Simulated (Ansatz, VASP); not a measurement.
# KF (Carobbiite) in two plane-wave programs

Wanted: the spread between two codes on one cell, functional and k mesh. The cell is the relaxed one of a volume series.

Main program and level: Ansatz 0.2.0; plane waves, with VASP 6.6.1 beside it; single point at PBEsol.

## Step 1: The starting structure

The structure is cubic, space group Fm-3m (No. 225). Conventional cell: a = 5.310 Å, b = 5.310 Å, c = 5.310 Å, α = 90.00°, β = 90.00°, γ = 90.00°. Nearest to K lie 6 F at 2.66 Å. F has 6 K at 2.66 Å nearest. Farther neighbours and most contacts between anions are not listed.

Structure file:

```
K F
1.0
     0.00000    2.65503    2.65503
     2.65503    0.00000    2.65503
     2.65503    2.65503    0.00000
K F
1 1
Cartesian
  0.0000 0.0000 0.0000
  2.6550 2.6550 2.6550
```

## Step 2: VASP: single point, PBEsol

A single point gives forces, pressure and levels at one fixed geometry, so differences don't come from the geometry; what else differs is listed under the comparison.

Lines of VASP's logs that name or quote its potential files are left out, and so is its time.

The input asks for a relaxation, which ended at its first step since no free force or stress exceeded the threshold; so it serves as a single point.

INCAR reads:

```
SYSTEM = KF
PREC = Accurate
ENCUT = 520
EDIFF = 1E-08
NELM = 100
ISMEAR = 0
SIGMA = 0.05
LREAL = .FALSE.
ALGO = Normal
GGA = PS
NBANDS = 14
LORBIT = 11
LWAVE = .FALSE.
LCHARG = .FALSE.
KPAR = 16
IBRION = 2
NSW = 30
ISIF = 4
EDIFFG = -0.002
```

POSCAR reads:

```
KF
1.0
    0.0000000000      2.6550306736      2.6550306736
    2.6550306736      0.0000000000      2.6550306736
    2.6550306736      2.6550306736      0.0000000000
K F
1 1
Direct
    0.0000000000      0.0000000000      0.0000000000
    0.5000000000      0.5000000000      0.5000000000
```

KPOINTS reads:

```
Automatic mesh
0
Gamma
11 11 11
0 0 0
```

PAW data sets: K_sv and F (PBE family, release 64).

Command:

```
mpirun -np 16 vasp_std
```

Numbers of over 12 decimals in the logs are rounded to 6 here.

Output:

```text
[banner, memory and clock lines left out]
running   16 mpi-ranks, on    1 nodes
 distrk:  each k-point on    1 cores,   16 groups
 distr:  one band on    1 cores,    1 groups

 POSCAR found type information on POSCAR K F
 POSCAR found :  2 types and       2 ions
|                                                                             |
|           W    W    AA    RRRRR   N    N  II  N    N   GGGG   !!!           |
|           W    W   A  A   R    R  NN   N  II  NN   N  G    G  !!!           |
|           W    W  A    A  R    R  N N  N  II  N N  N  G       !!!           |
|           W WW W  AAAAAA  RRRRR   N  N N  II  N  N N  G  GGG   !            |
|           WW  WW  A    A  R   R   N   NN  II  N   NN  G    G                |
|           W    W  A    A  R    R  N    N  II  N    N   GGGG   !!!           |
|                                                                             |
|     For optimal performance we recommend to set                             |
|       NCORE = 2 up to number-of-cores-per-socket                            |
|     NCORE specifies how many cores store one orbital (NPAR=cpu/NCORE).      |
|     This setting can greatly improve the performance of VASP for DFT.       |
|     The default, NCORE=1 might be grossly inefficient on modern             |
|     multi-core architectures or massively parallel machines. Do your        |
|     Unfortunately you need to use the default for GW and RPA                |
|     calculations (for HF NCORE is supported but not extensively tested      |
|     yet).                                                                   |
|                                                                             |

|                                                                             |
|               ----> ADVICE to this user running VASP <----                  |
|                                                                             |
|     You enforced a specific xc type in the INCAR file but a different       |
|     [... a line on the potential file left out ...]
|     I HOPE YOU KNOW WHAT YOU ARE DOING!                                     |
|                                                                             |

 LDA part: xc-table for (Slater+PW92), standard interpolation
 POSCAR, INCAR and KPOINTS ok, starting setup
 FFT: planning ... GRIDC
 FFT: planning ... GRID_SOFT
 FFT: planning ... GRID
 WAVECAR not read
 entering main loop
       N       E                     dE             d eps       ncg     rms          rms(c)
DAV:   1     0.114641611354E+03    0.11464E+03   -0.83652E+03  1568   0.111E+03
DAV:   2    -0.451573228220E+01   -0.11916E+03   -0.10842E+03  2054   0.297E+02
DAV:   3    -0.950033408372E+01   -0.49846E+01   -0.49523E+01  2002   0.553E+01
DAV:   4    -0.964007678933E+01   -0.13974E+00   -0.13971E+00  2102   0.860E+00
DAV:   5    -0.964145963503E+01   -0.13828E-02   -0.13828E-02  2032   0.896E-01    0.592E+00
DAV:   6    -0.855888182730E+01    0.10826E+01   -0.31453E+00  1682   0.151E+01    0.414E+00
DAV:   7    -0.852504967526E+01    0.33832E-01   -0.77590E-02  1976   0.244E+00    0.239E+00
DAV:   8    -0.851811888309E+01    0.69308E-02   -0.51868E-02  1772   0.236E+00    0.215E-01
DAV:   9    -0.851960401723E+01   -0.14851E-02   -0.52820E-03  1972   0.620E-01    0.122E-01
DAV:  10    -0.851991321965E+01   -0.30920E-03   -0.50073E-04  1904   0.194E-01    0.755E-02
DAV:  11    -0.852013974494E+01   -0.22653E-03   -0.22541E-04  1604   0.111E-01    0.163E-02
DAV:  12    -0.852013583494E+01    0.39100E-05   -0.12134E-05  1988   0.319E-02    0.444E-03
DAV:  13    -0.852013720987E+01   -0.13749E-05   -0.28561E-06  1634   0.141E-02    0.427E-03
DAV:  14    -0.852013702844E+01    0.18143E-06   -0.69634E-07  2044   0.802E-03    0.109E-03
DAV:  15    -0.852013704923E+01   -0.20790E-07   -0.27678E-08  1622   0.147E-03    0.392E-04
DAV:  16    -0.852013705874E+01   -0.95129E-08   -0.26120E-09  1362   0.470E-04
   1 F= -.85201371E+01 E0= -.85201371E+01  d E =-.852014E+01
 curvature:   0.00 expect dE= 0.000E+00 dE for cont linesearch  0.000E+00
 trial: gam= 0.00000 g(F)=  0.129E-60 g(S)=  0.144E-33 ort = 0.000E+00 (trialstep = 0.100E+01)
 search vector abs. value=  0.100E-09
 reached required accuracy - stopping structural energy minimisation
```

OUTCAR, selected parts (step 2):

```text
ion  position               nearest neighbor table
   1  0.000  0.000  0.000-   2 2.66   2 2.66   2 2.66   2 2.66   2 2.66   2 2.66
   2  0.500  0.500  0.500-   1 2.66   1 2.66   1 2.66   1 2.66   1 2.66   1 2.66

  LATTYP: Found a face centered cubic cell.
 ALAT       =     5.3100613472

 Subroutine GETGRP returns: Found 48 space group operations
 (whereof 48 operations were pure point group operations)

The static configuration has the point symmetry O_h .

 Found     56 irreducible k-points:

   k-points           NKPTS =     56   k-points in BZ     NKDIM =     56   number of bands    NBANDS=     14

   dimension x,y,z NGX =    28 NGY =   28 NGZ =   28
   dimension x,y,z NGXF=    56 NGYF=   56 NGZF=   56

   ENCUT  =  520.0 eV  38.22 Ry    6.18 a.u.   6.98  6.98  6.98*2*pi/ulx,y,z

   NELECT =      16.0000    total number of electrons

 k-points in reciprocal lattice and weights: Automatic mesh
   0.00000000  0.00000000  0.00000000       0.001
   0.09090909  0.00000000  0.00000000       0.006
   0.18181818  0.00000000  0.00000000       0.006
   0.27272727  0.00000000  0.00000000       0.006
   0.36363636  0.00000000  0.00000000       0.006
   0.45454545  0.00000000  0.00000000       0.006
   0.09090909  0.09090909  0.00000000       0.005
   0.18181818  0.09090909  0.00000000       0.018
   0.27272727  0.09090909  0.00000000       0.018
[...]
-0.36363636  0.45454545  0.18181818       0.018
  -0.27272727  0.45454545  0.18181818       0.018

 average (electrostatic) potential at core
       1 -35.8270       2 -77.8104

 E-fermi :  -2.6213

 k-point     1 :       0.0000    0.0000    0.0000
  band No.  band energies     occupation
    ...
      4     -12.0674      2.00000
      5     -12.0674      2.00000
      6      -2.8583      2.00000
      7      -2.8583      2.00000
      8      -2.8583      2.00000
      9       3.2665      0.00000
     10       7.8264      0.00000
     11       7.8264      0.00000
     12       7.8264      0.00000
     13       9.5274      0.00000
    ...

 k-point     2 :       0.0909    0.0000    0.0000
  band No.  band energies     occupation
    ...
      4     -12.0706      2.00000
      5     -12.0706      2.00000
      6      -2.9405      2.00000
      7      -2.8890      2.00000
      8      -2.8890      2.00000
      9       3.5068      0.00000
     10       7.6731      0.00000
     11       7.9433      0.00000
     12       7.9433      0.00000
     13       9.6081      0.00000
    ...

 k-point     3 :       0.1818    0.0000    0.0000
  band No.  band energies     occupation
    ...
      4     -12.0788      2.00000
      5     -12.0788      2.00000
      6      -3.1428      2.00000
      7      -2.9703      2.00000
      8      -2.9703      2.00000
      9       4.1580      0.00000
     10       7.3735      0.00000
     11       8.2645      0.00000
     12       8.2645      0.00000
     13       9.8514      0.00000
    ...

  Total       -0.0028756     -0.0028756     -0.0028756      0.0000000     -0.0000000      0.0000000
  in kB       -0.1230840     -0.1230840     -0.1230840      0.0000000     -0.0000000      0.0000000
  external PRESSURE =      -0.1230840 kB  Pullay stress =       0.0000000 kB

  energy-cutoff  :      520.00
  volume of cell :       37.43
      direct lattice vectors                 reciprocal lattice vectors
     0.000000000  2.655030674  2.655030674    -0.188321741  0.188321741  0.188321741
     2.655030674  0.000000000  2.655030674     0.188321741 -0.188321741  0.188321741
     2.655030674  2.655030674  0.000000000     0.188321741  0.188321741 -0.188321741

 POSITION                                       TOTAL-FORCE (eV/Angst)
 -----------------------------------------------------------------------------------
      0.00000      0.00000      0.00000        -0.000000      0.000000     -0.000000
      2.65503      2.65503      2.65503         0.000000     -0.000000      0.000000
 -----------------------------------------------------------------------------------
    total drift:                                0.000000      0.000000      0.000000

  FREE ENERGIE OF THE ION-ELECTRON SYSTEM (eV)
  ---------------------------------------------------
  free  energy   TOTEN  =        -8.5201370587 eV

  energy  without entropy=       -8.5201370587  energy(sigma->0) =       -8.52013706

 reached required accuracy - stopping structural energy minimisation

 total charge
# of ion       s       p       d       tot
------------------------------------------
    1        1.958   5.579   0.035   7.571
    2        1.728   4.342   0.000   6.070
--------------------------------------------------
tot          3.686   9.921   0.035  13.641

[... 3 further parts left out ...]
```

CONTCAR:

```
KF
   1.00000000000000
     0.0000000000000000    2.6550306735999998    2.6550306735999998
     2.6550306735999998    0.0000000000000000    2.6550306735999998
     2.6550306735999998    2.6550306735999998    0.0000000000000000
  K               F
     1     1
Direct
     0.0000000000000000    0.0000000000000000    0.0000000000000000
     0.5000000000000000    0.5000000000000000    0.5000000000000000
```

## Step 3: Ansatz: single point, PBEsol

Ansatz runs on its default PAW (the set named soft_2) files.

The same cell, functional, mesh and smearing now go to Ansatz, which takes its cutoff from its data sets.

input.yaml reads:

```yaml
crystal:
  lattice:
    - [0.0, 2.65503067, 2.65503067]
    - [2.65503067, 0.0, 2.65503067]
    - [2.65503067, 2.65503067, 0.0]
  atoms:
    - { symbol: K, position: [0.0, 0.0, 0.0] }
    - { symbol: F, position: [0.5, 0.5, 0.5] }
hamiltonian:
  xc: pbesol
  pseudopotentials: { kind: paw }
kpoints:
  mp_grid: { grid: [11, 11, 11] }
scf:
  occupations: { method: gaussian, width: 0.05 }
  n_extra_bands: 4
output:
  forces: true
  stress: true
  eigenvalues: true
  write_density: true
  write_potential: true
  elf: true
  volumetric_format: npy
```

Command:

```
ansatz run input.yaml --threads 2 --pin off --max-ram 4608MiB --backend cpu --events-out ev --progress --plain --runs-dir out
```

Output:

```text
scf.n_extra_bands = 4 over 8 filled bands (N_el = 16.0): the run solves 12 bands
Engine: ansatz 0.2.0, aarch64-unknown-linux-gnu
Pseudopotentials: kind: paw
Pseudopotential: K, paw, valence charge 9, recommended cutoff 420 eV (normal), K.paw.azcp
Pseudopotential: F, paw, valence charge 7, recommended cutoff 420 eV (normal), F.paw.azcp
Functional definition: PBEsol
  exchange = pbesol_x
  correlation = pbesol_c
Crystal: 2 atoms, lattice volume = 37.432 Å³
Basis set: ecut = 420 eV, 725 PW (Γ), exchange–correlation on 54×54×54 points (8 copies of the dense FFT grid, shifted against one another)
Bands: 12, of which v1, the nominal top of the filled ones, is band 8 counted from 1 (7 counted from 0)
Symmetry: 48 space group operations
Space group: Fm-3m (ITA 225), of the structure as read, at distance tolerance 3.3e-5 Å
k-points: 56 of 1331
Non-local potential: K, projectors of the file, l = 0: 3, l = 1: 2, l = 2: 2
Non-local potential: F, projectors of the file, l = 0: 2, l = 1: 2, l = 2: 1
PAW form: soft (Blöchl's): semilocal exchange-correlation on the pseudo side does not see the compensation charge
PAW frozen core: K, regenerated for the run's functional, and the local potential with it (the file was generated under x = pbe(κ = 0.804, μ = 0.219515), c = pbe(β = 0.066725))
PAW frozen core: F, regenerated for the run's functional, and the local potential with it (the file was generated under x = pbe(κ = 0.804, μ = 0.219515), c = pbe(β = 0.066725))
PAW one-centre angular grid: K, 110 points (default); XC on 64 Gauss nodes
PAW one-centre angular grid: F, 110 points (default); XC on 64 Gauss nodes
Initial density: superposition of atomic densities (neutral atoms: chi_scale 0, normalization atom), corrected by the library's trained network
Initial wavefunctions: pseudopotential atomic-orbital guess
Functional: x = pbesol(κ = 0.804, μ = 0.123457), c = pbesol(β = 0.046)
SCF iter   1: F=—  HF=-2319.113634 eV  |F-HF|=—  |Δ(HF+E_count)|=         —  Δρ=9.91e-3  dr2=2.41e-2  ethr=1.77e-3  ⟨swp⟩=5.9  Hψ=4318  notcnv=0
preconditioner: auto → none  [insulator: Δε(μ)=5.978 eV  Ē_g=17.455 eV  σ=0.050 eV  W_gap=1.00  n_scr=14 (ndim 8)  ℏωp=22.7 eV  f_vac=0.119  D(μ)=0.00/eV (n_scr^D=0)  ε∞_Penn≈2.7]
SCF iter   2: F=—  HF=-2319.107379 eV  |F-HF|=—  |Δ(HF+E_count)|=   6.26e-3  Δρ=5.28e-3  dr2=6.20e-3  ethr=1.51e-4  ⟨swp⟩=2.0  Hψ=1731  notcnv=0
SCF iter   3: F=—  HF=-2319.105642 eV  |F-HF|=—  |Δ(HF+E_count)|=   1.74e-3  Δρ=8.00e-4  dr2=1.49e-4  ethr=3.87e-5  ⟨swp⟩=2.0  Hψ=1217  notcnv=0
SCF iter   4: F=—  HF=-2319.105650 eV  |F-HF|=—  |Δ(HF+E_count)|=   7.97e-6  Δρ=2.45e-4  dr2=6.66e-6  ethr=9.29e-7  ⟨swp⟩=3.0  Hψ=1087  notcnv=0
SCF iter   5: F=—  HF=-2319.105654 eV  |F-HF|=—  |Δ(HF+E_count)|=   4.06e-6  Δρ=5.00e-5  dr2=6.99e-7  ethr=4.17e-8  ⟨swp⟩=2.0  Hψ=1064  notcnv=0
SCF iter   6: F=-2319.105654 eV  HF=-2319.105654 eV  |F-HF|=1.01e-8  |Δ(HF+E_count)|=   1.48e-7  Δρ=4.95e-6  dr2=7.66e-9  ethr=6.25e-10  ⟨swp⟩=8.0  Hψ=4372  notcnv=0
SCF 1 converged in 6 iterations: F = -2319.105654 eV  dr2 = 7.66e-9
  greatest PAW one-centre occupation: 0.987 electrons in one spin orbital (limit 2), on the K atom at site 0 (counted from 0), in its partial waves of l = 0
SCF converged after 6 iterations
Free energy (F): -2319.105654 eV
Harris-Foulkes:  -2319.105654 eV  (|F-HF|=1.01e-8)
Internal energy: -2319.105654 eV  (E = F + TS)
E sigma→0 (E₀):  -2319.105654 eV
Fermi energy:    4.559454 eV
--- Per-component energies (eV) ---
  E_band       = -123.182935
  E_kinetic    = 461.272688
  E_local      = -1099.680995  (includes V_loc(G=0)·N_el)
  E_nonlocal   = 87.231818
  E_hartree    = 394.765296
  E_xc         = -213.265927
  E_vxc        = -266.588118  (∫ρ·V_xc dr)
  E_paw        = -955.259683  (= ΣΔE_a)
  E_vpaw       = -94.953574  (= ΣTr[D̂ρ^β])
  E_aug_tail   = 0.002025  (compensation charges beyond the density's cutoff)
  E_ewald      = -994.321204
  E_core_change = 0.150328  (= ΣΔE_core)
  E_smearing   = -0.000000  (= −TS)
  E_closure    = -0.000000  (closes the sum)
  Σ components = -2319.105654   (vs F -2319.105654, Δ=0.00e0)
--- Forces (eV/Å), atoms counted from 1 ---
  atom   1  K     -0.00000000    -0.00000000     0.00000000
  atom   2  F      0.00000000     0.00000000     0.00000000
  max |Σ_I F_I| component: 3.64e-29 eV/Å
--- Stress (GPa, compression-positive) ---
       -0.068815      -0.000000       0.000000
       -0.000000      -0.068815       0.000000
       -0.000000       0.000000      -0.068815
  P = ⅓ Tr σ = -0.0688 GPa (-0.688 kbar)
--- Band table (eV; the first three rows and the last of 56) ---
  k-point 0: bands = [... 4 lower, -7.7127, 1.4883, 1.4883, 1.4883, 7.6302, 12.1720, 12.1720, 12.1720]
  k-point 1: bands = [... 4 lower, -7.7158, 1.4064, 1.4575, 1.4575, 7.8700, 12.0201, 12.2867, 12.2867]
  k-point 2: bands = [... 4 lower, -7.7241, 1.2055, 1.3762, 1.3762, 8.5198, 11.7229, 12.6014, 12.6014]
  k-point 55: bands = [... 4 lower, -7.8073, 1.0577, 1.3191, 1.3217, 10.9571, 11.4417, 12.7501, 14.9544]
```

The job ended after 2.1 s (2 threads of Arm Neoverse N1, shared host; peak memory 0.29 GiB; 3.6 s of CPU time).

The run ends at a pressure of -0.07 GPa.

## Step 4: Side by side

Known differences besides the potentials themselves: the cutoff is 420 eV in Ansatz and 520 eV in VASP; Ansatz makes its cores anew for this functional, VASP keeps those of its PBE data sets; VASP leaves aspherical gradient terms in its spheres out (LASPH is not set), Ansatz keeps them. Total energies have different zeros and are not compared.

Compared:

```tsv
quantity	Ansatz	VASP	difference
pressure (GPa)	-0.07	-0.01	-0.06
pressure without Ansatz's Pulay correction (GPa)	-0.41	-0.01	-0.40
gap on the k mesh (eV)	6.142	6.125	+0.017
```

A gap on the mesh is an upper bound, since the band edges may lie between its points. Ansatz's pressure holds a Pulay correction of 0.35 GPa; VASP's holds none.

## Step 5: Further runs

Further runs change the set-up of one program: Ansatz's method, potentials or start, or VASP's data sets, cutoff or form of LDA. The table gives Ansatz less VASP for each quantity, since a change that brings one quantity closer may part another.

```tsv
run	pressure (GPa)	gap on the k mesh (eV)
as above	-0.057	0.017
Ansatz's all-electron LAPW method	-0.056	0.012
```

## Step 6: VASP: single point, PBEsol, volume scaled by 1.035

With cell and atoms fixed, the geometry can't cause a difference; cores, projectors, grids and the points listed under the comparison can. The cell compared in this pair holds 38.74 Å³, against 37.43 Å³ for the pair before.

The input asks for a relaxation, which ended at its first step since no free force or stress exceeded the threshold; so it serves as a single point.

INCAR is that of step 2.

POSCAR reads:

```
KF
1.0
    0.0000000000      2.6856515192      2.6856515192
    2.6856515192      0.0000000000      2.6856515192
    2.6856515192      2.6856515192      0.0000000000
K F
1 1
Direct
    0.0000000000      0.0000000000      0.0000000000
    0.5000000000      0.5000000000      0.5000000000
```

KPOINTS is that of step 2.

Command:

```
mpirun -np 16 vasp_std
```

Output:

```text
[banner, memory and clock lines left out]
running   16 mpi-ranks, on    1 nodes
[...]
[... a notice as in an earlier step ...]

 [... a notice as in an earlier step ...]

 LDA part: xc-table for (Slater+PW92), standard interpolation
 POSCAR, INCAR and KPOINTS ok, starting setup
[...]
entering main loop
       N       E                     dE             d eps       ncg     rms          rms(c)
DAV:   1     0.110983582312E+03    0.11098E+03   -0.82355E+03  1568   0.111E+03
DAV:   2    -0.465795722279E+01   -0.11564E+03   -0.10572E+03  2042   0.292E+02
DAV:   3    -0.951207176942E+01   -0.48541E+01   -0.48335E+01  2012   0.550E+01
DAV:   4    -0.964663468557E+01   -0.13456E+00   -0.13452E+00  2146   0.831E+00
[...]
DAV:  14    -0.851720272480E+01    0.17271E-06   -0.72062E-07  1996   0.793E-03    0.109E-03
DAV:  15    -0.851720271037E+01    0.14423E-07   -0.28613E-08  1666   0.147E-03    0.379E-04
DAV:  16    -0.851720271486E+01   -0.44834E-08   -0.26194E-09  1324   0.474E-04
   1 F= -.85172027E+01 E0= -.85172027E+01  d E =-.851720E+01
[...]
reached required accuracy - stopping structural energy minimisation
```

OUTCAR, selected parts (step 6):

```text
  Total       -0.2603513     -0.2603513     -0.2603513     -0.0000000     -0.0000000      0.0000000
  in kB      -10.7669185    -10.7669185    -10.7669185     -0.0000000     -0.0000000      0.0000000
  external PRESSURE =     -10.7669185 kB  Pullay stress =       0.0000000 kB

 POSITION                                       TOTAL-FORCE (eV/Angst)
 -----------------------------------------------------------------------------------
      0.00000      0.00000      0.00000         0.000000      0.000000      0.000000
      2.68565      2.68565      2.68565        -0.000000     -0.000000     -0.000000
 -----------------------------------------------------------------------------------
    total drift:                                0.000000      0.000000      0.000000

  FREE ENERGIE OF THE ION-ELECTRON SYSTEM (eV)
  ---------------------------------------------------
  free  energy   TOTEN  =        -8.5172027149 eV

  energy  without entropy=       -8.5172027149  energy(sigma->0) =       -8.51720271

[... 2 parts as in an earlier step ...]

[... 2 further parts left out ...]
[key lines of the parts left out:]
E-fermi :  -2.6582
```

(Part 1 of 2 ends here.)

[Lines on the potential files, build, host, timing and source positions are cut from VASP's logs without a mark.]

[Logs are printed without paths, hosts, clocks, repeated set-up lines and the standing remarks that a program may print on its own settings, such as how far it seeks lower states.]

[Hosts, paths, dates, database ids (printed as entryN), source tags and the programs' standing remarks are cut or masked in the printed files.]
